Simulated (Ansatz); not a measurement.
A (101) slab of Ti (P6/mmm (No. 191)), 15 planes, outer planes Ti (top) and Ti (bottom), with 15 atoms (Ti15) in a surface cell of A = 21.713 Å², as cut from the bulk:

```
Ti
1.0
     4.51529    0.00000    0.00000
    -2.25765    4.80876    0.00000
     0.00000    0.00000   24.86226
Ti
15
Direct
  0.52552 0.05104 0.30166
  0.83063 0.66125 0.31692
  0.13573 0.27146 0.33218
  0.35615 0.71230 0.39320
  0.66125 0.32250 0.40846
  0.96636 0.93271 0.42372
  0.18677 0.37355 0.48474
  0.49188 0.98376 0.50000
  0.79698 0.59397 0.51526
  0.01740 0.03480 0.57628
  0.32250 0.64501 0.59154
  0.62761 0.25522 0.60680
  0.84803 0.69605 0.66782
  0.15313 0.30626 0.68308
  0.45824 0.91647 0.69834
```

These are results of DFT PBEsol, scalar-relativistic, plane waves, PAW in Ansatz, not measurements. Plane waves to 420 eV, a k mesh through Γ of 9×7×1 on the computed 15-atom cell and Gaussian smearing (0.10 eV); no spin polarisation.

Against the same 15 atoms in the bulk, the slab as cut lies 6.087 eV higher and the relaxed slab 5.990 eV higher.

Task: Work out the surface energy before and after relaxation.

Result: The slab has two faces, so γ = (E_slab − N·E_bulk)/(2A), the mean of both. As cut: 6.087/(2 × 21.713) = 0.1402 eV/Å², and 1 eV/Å² = 16.02 J/m², so γ = 2.25 J/m². Relaxed: 5.990/(2 × 21.713) = 0.1379 eV/Å² = 2.21 J/m². Relaxation recovers 1.6 % of the cost of cutting.

Task: What is the ideal work of this cut, per area?

Result: Griffith's ideal work is 2γ: 4.49 J/m² if the new faces stay rigid, 4.42 J/m² if they relax. Other cuts parallel to this plane can cost less. One thickness was run, 15 planes, so γ can still shift with it.

The reference crystal is a form of Ti, which isn't its usual structure.